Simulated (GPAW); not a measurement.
# PbSe (Pm-3m) in GPAW: convergence with k mesh

Aim: find how far k mesh must go before the results for PbSe settle, at LDA. This setting moves, with any that are tied to it; all else stays.

Program: GPAW 26.7.0. These are calculated values, not measurements. Logs are shortened: lines on timing, memory, paths and dates and some standing lists are left out, and cuts for length are marked. The log counts tension as positive stress, the text compression.

### Step 1. The structure

It takes space group Pm-3m (No. 221, cubic). The conventional cell has a = 3.784 Å, b = 3.784 Å, c = 3.784 Å, α = 90.00°, β = 90.00°, γ = 90.00°. Around Pb (site symmetry m-3m) lie 8 Se at 3.28 Å. Se (site symmetry m-3m) has 8 Pb at 3.28 Å as nearest neighbours.

Measurements of this composition are mostly on another form, of space group No. 225.

### Step 2. With k mesh 2 × 2 × 2

run.py

```python
from ase.dft.bandgap import bandgap
from ase.io import read, write
from ase.units import GPa
from gpaw import GPAW, PW

atoms = read('POSCAR')

calc = GPAW(mode=PW(600),
            xc='LDA',
            kpts={'size': (2, 2, 2), 'gamma': True},
            occupations={'name': 'fermi-dirac', 'width': 0.05},
            nbands=19,
            convergence={'density': 1e-05, 'energy': 1e-05},
            maxiter=100,
            txt='gpaw.txt')
atoms.calc = calc
energy = atoms.get_potential_energy()
forces = atoms.get_forces()
stress = atoms.get_stress()
calc.write('gs.gpw')
write('result.traj', atoms)
print(f'Energy: {energy:.6f} eV')
print('Forces (eV/A):')
print(forces.round(4))
print('Stress (GPa):', (stress / GPa).round(3))
print('Fermi level:', round(calc.get_fermi_level(), 4), 'eV')
print(f'Gap: {bandgap(calc)[0]:.4f} eV, direct: {bandgap(calc, direct=True)[0]:.4f} eV')
```

POSCAR

```
PbSe
1.0
    3.7843220000      0.0000000000      0.0000000000
    0.0000000000      3.7843220000      0.0000000000
    0.0000000000      0.0000000000      3.7843220000
Pb Se
1 1
Direct
    0.0000000000      0.0000000000      0.0000000000
    0.5000000000      0.5000000000      0.5000000000
```

Potentials or basis: the program's PAW data sets (release 1.2.1) made for this functional, pw.

The run is started by

```bash
> OMP_NUM_THREADS=1 python run.py
```

Wall time 4.7 s (1 thread of Arm Neoverse V1, shared host); peak memory 0.14 GiB.

What came out:

| Property | Result |
| --- | --- |
| Free energy | -7.9035 eV |
| Pressure | -2.1 GPa |
| Band gap on the k mesh | none (metal or under the smearing width) |

### Step 3. With k mesh 3 × 3 × 3

Changes to run.py since step 2:

```diff
@@ -9,3 +9,3 @@
             xc='LDA',
-            kpts={'size': (2, 2, 2), 'gamma': True},
+            kpts={'size': (3, 3, 3), 'gamma': True},
             occupations={'name': 'fermi-dirac', 'width': 0.05},
```

POSCAR is that of step 2.

Potentials or basis: the program's PAW data sets (release 1.2.1) made for this functional, pw.

The run is started by

```bash
> OMP_NUM_THREADS=1 python run.py
```

It took 4.2 s on 1 thread of Arm Neoverse V1, shared host; peak memory 0.14 GiB.

Results:

```
Free energy            : -9.2167 eV
Pressure               : -4.9 GPa
Band gap on the k mesh : 1.39 eV, indirect (least direct gap 2.37 eV)
```

### Step 4. With k mesh 4 × 4 × 4

Changes to run.py since step 3:

```diff
@@ -9,3 +9,3 @@
             xc='LDA',
-            kpts={'size': (3, 3, 3), 'gamma': True},
+            kpts={'size': (4, 4, 4), 'gamma': True},
             occupations={'name': 'fermi-dirac', 'width': 0.05},
```

POSCAR is that of step 3.

The run is started by

```bash
> OMP_NUM_THREADS=1 python run.py
```

Run time: 8 s. Hardware: 1 thread of Arm Neoverse V1, shared host; peak memory 0.14 GiB.

The run converged. Its results:

```
Free energy            : -9.1304 eV
Pressure               : -4.1 GPa
Band gap on the k mesh : none (metal or under the smearing width)
```

### Step 5. With k mesh 5 × 5 × 5

Changes to run.py since step 4:

```diff
@@ -9,3 +9,3 @@
             xc='LDA',
-            kpts={'size': (4, 4, 4), 'gamma': True},
+            kpts={'size': (5, 5, 5), 'gamma': True},
             occupations={'name': 'fermi-dirac', 'width': 0.05},
```

POSCAR is that of step 4.

The run is started by

```bash
> OMP_NUM_THREADS=1 python run.py
```

It took 8.5 s on 1 thread of Arm Neoverse V1, shared host; peak memory 0.14 GiB.

The run converged. Its results:

| Quantity | Value |
| --- | --- |
| Free energy | -9.2007 eV |
| Pressure | -4.7 GPa |
| Band gap on the k mesh | 0.16 eV, indirect (least direct gap 1.31 eV) |

### Step 6. With k mesh 6 × 6 × 6

Changes to run.py since step 5:

```diff
@@ -9,3 +9,3 @@
             xc='LDA',
-            kpts={'size': (5, 5, 5), 'gamma': True},
+            kpts={'size': (6, 6, 6), 'gamma': True},
             occupations={'name': 'fermi-dirac', 'width': 0.05},
```

POSCAR is that of step 5.

Potentials or basis: the program's PAW data sets (release 1.2.1) made for this functional, pw.

The run is started by

```bash
> OMP_NUM_THREADS=1 python run.py
```

Run time: 15 s. Hardware: 1 thread of Arm Neoverse V1, shared host; peak memory 0.15 GiB.

Results (log left out):

| Property | Result |
| --- | --- |
| Free energy | -9.2181 eV |
| Pressure | -4.9 GPa |
| Band gap on the k mesh | none (metal or under the smearing width) |

### Step 7. With k mesh 8 × 8 × 8

Changes to run.py since step 6:

```diff
@@ -9,3 +9,3 @@
             xc='LDA',
-            kpts={'size': (6, 6, 6), 'gamma': True},
+            kpts={'size': (8, 8, 8), 'gamma': True},
             occupations={'name': 'fermi-dirac', 'width': 0.05},
```

POSCAR is that of step 6.

The run is started by

```bash
> OMP_NUM_THREADS=1 python run.py
```

Wall time 23 s (1 thread of Arm Neoverse V1, shared host); peak memory 0.17 GiB.

The run converged. Its results:

- Free energy: -9.2306 eV
- Pressure: -5.0 GPa
- Band gap on the k mesh: none (metal or under the smearing width)

### Step 8. With k mesh 9 × 9 × 9

Changes to run.py since step 7:

```diff
@@ -9,3 +9,3 @@
             xc='LDA',
-            kpts={'size': (8, 8, 8), 'gamma': True},
+            kpts={'size': (9, 9, 9), 'gamma': True},
             occupations={'name': 'fermi-dirac', 'width': 0.05},
```

POSCAR is that of step 7.

Potentials or basis: the program's PAW data sets (release 1.2.1) made for this functional, pw.

The run is started by

```bash
> OMP_NUM_THREADS=1 python run.py
```

gpaw.txt:

```text
__  _  _
 | _ |_)|_||  |
 |__||  | ||/\| - 26.7.0

Input parameters:
  mode=PW(ecut=600.0),
  convergence={'density': 1e-05, 'energy': 1e-05},
  kpts=MonkhorstPack(size=(9, 9, 9), gamma=True),
  maxiter=100,
  nbands=19,
  occupations=Occupations(name='fermi-dirac', width=0.05),
  xc=XC(name='LDA')

Diagonalizing LCAO Hamiltonian
Converting LCAO to pw mode
   .--------.
  /|        |
 * |        |
 | |   Se   |
 | |        |
 | .--------.
 |/        /
 Pb-------*

Atoms  # Å, Bohr magnetons
|   | symbol |        x |        y |        z |    initial magnetic moments |
|---|--------|----------|----------|----------|-----------------------------|
| 0 |     Pb | 0.000000 | 0.000000 | 0.000000 | ( 0.0000,  0.0000,  0.0000) |
| 1 |     Se | 1.892161 | 1.892161 | 1.892161 | ( 0.0000,  0.0000,  0.0000) |

Unit cell  # Å
| periodic |        x |        y |        z |  lengths |    angles |
|----------|----------|----------|----------|----------|-----------|
|      yes | 3.784322 | 0.000000 | 0.000000 | 3.784322 | 90.000000 |
|      yes | 0.000000 | 3.784322 | 0.000000 | 3.784322 | 90.000000 |
|      yes | 0.000000 | 0.000000 | 3.784322 | 3.784322 | 90.000000 |

Number of symmetries: 48
Symmetry operations  # r_c * U_cc + t_c -> r_c
|    | kind |            matrix            |
|----|------|------------------------------|
|  0 |  E   |  1, 0, 0,  0, 1, 0,  0, 0, 1 |
|  1 |  σ   |  1, 0, 0,  0, 1, 0,  0, 0,-1 |
|  2 |  σ   |  1, 0, 0,  0, 0, 1,  0, 1, 0 |
|  3 |  C4  |  1, 0, 0,  0, 0, 1,  0,-1, 0 |
|  4 |  C4  |  1, 0, 0,  0, 0,-1,  0, 1, 0 |
|  5 |  σ   |  1, 0, 0,  0, 0,-1,  0,-1, 0 |
|  6 |  σ   |  1, 0, 0,  0,-1, 0,  0, 0, 1 |
|  7 |  C2  |  1, 0, 0,  0,-1, 0,  0, 0,-1 |
|  8 |  σ   |  0, 1, 0,  1, 0, 0,  0, 0, 1 |
|  9 |  C2  |  0, 1, 0,  1, 0, 0,  0, 0,-1 |
| 10 |  C3  |  0, 1, 0,  0, 0, 1,  1, 0, 0 |
| 11 |  S6  |  0, 1, 0,  0, 0, 1, -1, 0, 0 |
| 12 |  S6  |  0, 1, 0,  0, 0,-1,  1, 0, 0 |
| 13 |  C3  |  0, 1, 0,  0, 0,-1, -1, 0, 0 |
| 14 |  C4  |  0, 1, 0, -1, 0, 0,  0, 0, 1 |
| 15 |  S4  |  0, 1, 0, -1, 0, 0,  0, 0,-1 |
| 16 |  C3  |  0, 0, 1,  1, 0, 0,  0, 1, 0 |
| 17 |  S6  |  0, 0, 1,  1, 0, 0,  0,-1, 0 |
| 18 |  σ   |  0, 0, 1,  0, 1, 0,  1, 0, 0 |
| 19 |  C4  |  0, 0, 1,  0, 1, 0, -1, 0, 0 |
| 20 |  C2  |  0, 0, 1,  0,-1, 0,  1, 0, 0 |
| 21 |  S4  |  0, 0, 1,  0,-1, 0, -1, 0, 0 |
| 22 |  S6  |  0, 0, 1, -1, 0, 0,  0, 1, 0 |
| 23 |  C3  |  0, 0, 1, -1, 0, 0,  0,-1, 0 |
| 24 |  S6  |  0, 0,-1,  1, 0, 0,  0, 1, 0 |
| 25 |  C3  |  0, 0,-1,  1, 0, 0,  0,-1, 0 |
| 26 |  C4  |  0, 0,-1,  0, 1, 0,  1, 0, 0 |
| 27 |  σ   |  0, 0,-1,  0, 1, 0, -1, 0, 0 |
| 28 |  S4  |  0, 0,-1,  0,-1, 0,  1, 0, 0 |
| 29 |  C2  |  0, 0,-1,  0,-1, 0, -1, 0, 0 |
| 30 |  C3  |  0, 0,-1, -1, 0, 0,  0, 1, 0 |
| 31 |  S6  |  0, 0,-1, -1, 0, 0,  0,-1, 0 |
| 32 |  C4  |  0,-1, 0,  1, 0, 0,  0, 0, 1 |
| 33 |  S4  |  0,-1, 0,  1, 0, 0,  0, 0,-1 |
| 34 |  S6  |  0,-1, 0,  0, 0, 1,  1, 0, 0 |
| 35 |  C3  |  0,-1, 0,  0, 0, 1, -1, 0, 0 |
| 36 |  C3  |  0,-1, 0,  0, 0,-1,  1, 0, 0 |
| 37 |  S6  |  0,-1, 0,  0, 0,-1, -1, 0, 0 |
| 38 |  σ   |  0,-1, 0, -1, 0, 0,  0, 0, 1 |
| 39 |  C2  |  0,-1, 0, -1, 0, 0,  0, 0,-1 |
| 40 |  σ   | -1, 0, 0,  0, 1, 0,  0, 0, 1 |
| 41 |  C2  | -1, 0, 0,  0, 1, 0,  0, 0,-1 |
| 42 |  C2  | -1, 0, 0,  0, 0, 1,  0, 1, 0 |
| 43 |  S4  | -1, 0, 0,  0, 0, 1,  0,-1, 0 |
| 44 |  S4  | -1, 0, 0,  0, 0,-1,  0, 1, 0 |
| 45 |  C2  | -1, 0, 0,  0, 0,-1,  0,-1, 0 |
| 46 |  C2  | -1, 0, 0,  0,-1, 0,  0, 0, 1 |
| 47 |  i   | -1, 0, 0,  0,-1, 0,  0, 0,-1 |

BZ-sampling:
  Number of BZ points: 729
  Number of IBZ points: 35

  Monkhorst-Pack size: [9, 9, 9]
  Monkhorst-Pack shift: [0, 0, 0]

K-points  # in reciprocal-cell coordinates
|     |                                coordinates |     weight |
|-----|--------------------------------------------|------------|
|   0 | (  0.00000000,   0.00000000,   0.00000000) | 0.00137174 |
|   1 | (  0.11111111,   0.00000000,   0.00000000) | 0.00823045 |
|   2 | (  0.11111111,   0.11111111,   0.00000000) | 0.01646091 |
|   3 | (  0.11111111,   0.11111111,   0.11111111) | 0.01097394 |
|   4 | (  0.22222222,   0.00000000,   0.00000000) | 0.00823045 |
|   5 | (  0.22222222,   0.11111111,   0.00000000) | 0.03292181 |
|   6 | (  0.22222222,   0.11111111,   0.11111111) | 0.03292181 |
|   7 | (  0.22222222,   0.22222222,   0.00000000) | 0.01646091 |
|   8 | (  0.22222222,   0.22222222,   0.11111111) | 0.03292181 |
|   9 | (  0.22222222,   0.22222222,   0.22222222) | 0.01097394 |
| ... |                                            |            |
|  34 | (  0.44444444,   0.44444444,   0.44444444) | 0.01097394 |

Plane wave coefficients: 1839
Cutoff: 600.0 eV

Spin-components: 1 (collinear spins)
Bands:           19
Projectors:      11
Spin-degeneracy: 2
Datatype:        complex128

Parallelization:
  kpt:    1
  domain: 1
  band:   1

Density:
  Valence electrons: 20.0
  Components: 1
  Grid points: [24 24 24]
  Charge: 0.0  # |e|

Potential:
  Grid points: [24 24 24]

species:
  Pb:
    name:    Lead
    Z:       82.0
    valence: 14
    core:    68
    charge:  0.0  # [|e|]
    compensation charges:
      type: gauss
      rc: 0.38  # [Å]
      lmax: 2
    cutoffs:
      filter: 2.36  # [Å]
      core: 2.43  # [Å]
    projectors
    | kind |    occ | energy [eV] | rcut [Å] |
    |------|--------|-------------|----------|
    |   6s |  2.000 |     -12.249 |    1.259 |
    |   6p |  2.000 |      -3.713 |    1.275 |
    |   5d | 10.000 |     -21.326 |    1.217 |
    |    s |        |      14.962 |    1.259 |
    |    p |        |      23.498 |    1.275 |
    |    d |        |       5.885 |    1.217 |

    Using partial waves for Pb as LCAO basis

  Se:
    name:    Selenium
    Z:       34.0
    valence: 6
    core:    28
    charge:  0.0  # [|e|]
    compensation charges:
      type: gauss
      rc: 0.27  # [Å]
      lmax: 2
    cutoffs:
      filter: 1.77  # [Å]
      core: 2.67  # [Å]
    projectors
    | kind |    occ | energy [eV] | rcut [Å] |
    |------|--------|-------------|----------|
    |   4s |  2.000 |     -17.472 |    0.847 |
    |   4p |  4.000 |      -6.656 |    1.005 |
    |    s |        |       9.739 |    0.847 |
    |    p |        |      20.555 |    1.005 |
    |    d |        |       0.000 |    0.847 |

    Using partial waves for Se as LCAO basis

Reference energy: -632988.107271  # eV

eigensolver:
  PPCG
  Converge bands: occupied
  niter=2

density mixing:
  MSR1-Mixer
  Pratt-step length: 0.05
  Maximum mixing coefficient: 0.75
  Old densities: 10
  SVD Regularization: 0.005
  Good broyden scale: 1.0
  Trust region scale: 1.0
  Backstep threshold: 4.0
  History deletion threshold: 6.0
  Fourier metric: weight=20.0, sigma=0.015

occupation numbers:
  Fermi-Dirac:
    width: 0.0500  # eV

poisson solver:
  ecut: 4800.0  # eV

xc functional:
  name: None

convergence criteria:
- Maximum integral of absolute [dens]ity change: 1e-05 electrons / valence electron
- Maximum [total energy] change in last 3 cyles: 1e-05 eV / valence electron
- Maximum integral of absolute [eigenst]ate change: 4e-08 eV^2 / valence electron
maximum number of iterations: 100

SCF iterations
|iter     | |      energy | eigst |  dens |
|---------|-|-------------|-------|-------|
|iter:   1| |   -9.623366 | -0.27 |       |
|iter:   2| |   -9.520811 | -2.21 | -1.19 |
|iter:   3| |   -9.223293 | -1.90 | -1.25 |
|iter:   4| |   -9.220512 | -3.75 | -1.91 |
|iter:   5| |   -9.218794 | -4.42 | -2.22 |
|iter:   6| |   -9.218938 | -5.12 | -2.93 |
|iter:   7| |   -9.218891c| -6.30 | -3.49 |
|iter:   8| |   -9.218908c| -7.27 | -4.10 |
|iter:   9| |   -9.218905c| -7.56c| -4.66 |
|iter:  10| |   -9.218905c| -8.27c| -5.66c|

Converged in 10 steps
Energy contributions relative to reference atoms: (reference = -632988.107271)

Energy contributions:
  Kinetic:           9.904597
  Coulomb:         -10.861120
  Zero:             -0.056906
  External:          0.000000
  Xc:               -8.200620
  Entropy:          -0.009711
  Spinorbit:         0.000000
  ----------------------------
  Free energy:      -9.223761
  Extrapolated:     -9.218905

dipole moment: (-16.045313, -16.045313, -16.045313)  # |e|*Ang

Fermi level: 6.115
Eigenvalues  # (at kpt = [0.000, 0.000, 0.000])
| band index |      eig [eV] | occ [0-2] |
|------------|---------------|-----------|
|          0 |       -10.720 |     2.000 |
|        ... |               |           |
|          2 |       -10.576 |     2.000 |
|          3 |       -10.576 |     2.000 |
|          4 |       -10.576 |     2.000 |
|          5 |        -7.121 |     2.000 |
|          6 |        -1.027 |     2.000 |
|          7 |         4.612 |     2.000 |
[... 9 lines left out ...]
|         17 |        18.981 |     0.000 |
|         18 |        18.981 |     0.000 |

No gap
No difference between direct/indirect transitions

Forces  # eV/Ang
|       x |        y |        z |
|---------|----------|----------|
| 0.00000 |  0.00000 | -0.00000 |  # Pb   0
| 0.00000 | -0.00000 |  0.00000 |  # Se   1

Stress tensor  # eV/Ang^3
|        x |        y |        z |
|----------|----------|----------|
| 0.029718 | 0.000000 | 0.000000 |
| 0.000000 | 0.029718 | 0.000000 |
| 0.000000 | 0.000000 | 0.029718 |

# Writing to gs.gpw (mode='')
```

Run time: 23 s. Hardware: 1 thread of Arm Neoverse V1, shared host; peak memory 0.17 GiB.

Results:

* Free energy: -9.2238 eV
* Pressure: -4.8 GPa
* Band gap on the k mesh: none (metal or under the smearing width)

### Step 9. Summary

```
   k mesh  energy less the tightest run, at zero smearing (meV/atom)  pressure (GPa)  gap on the mesh (eV)  SCF cycles  CPU time (s)  peak memory (GiB)
2 × 2 × 2                                                     668.19           -2.07                 0.000          11           4.7               0.14
3 × 3 × 3                                                       1.09           -4.91                 1.389           9           4.2               0.14
4 × 4 × 4                                                      48.15           -4.11                 0.000          10             8               0.14
5 × 5 × 5                                                      12.14           -4.66                 0.161          11           8.5               0.14
6 × 6 × 6                                                       3.01           -4.94                 0.000          11            15               0.15
8 × 8 × 8                                                      -4.00           -4.96                 0.000          10            23               0.17
9 × 9 × 9                                                       0.00           -4.76                 0.000          10            23               0.17
```

Against the tightest run, the gap on the mesh stays within 0.01 eV from 6 × 6 × 6 on. Not settled before the last step: the energy (to 1 meV/atom), the pressure (to 0.1 GPa). Meshes of other sizes hit other points, so gaps and Fermi surfaces needn't settle smoothly. The tightest run that finished is the yardstick and may itself not be fully converged.
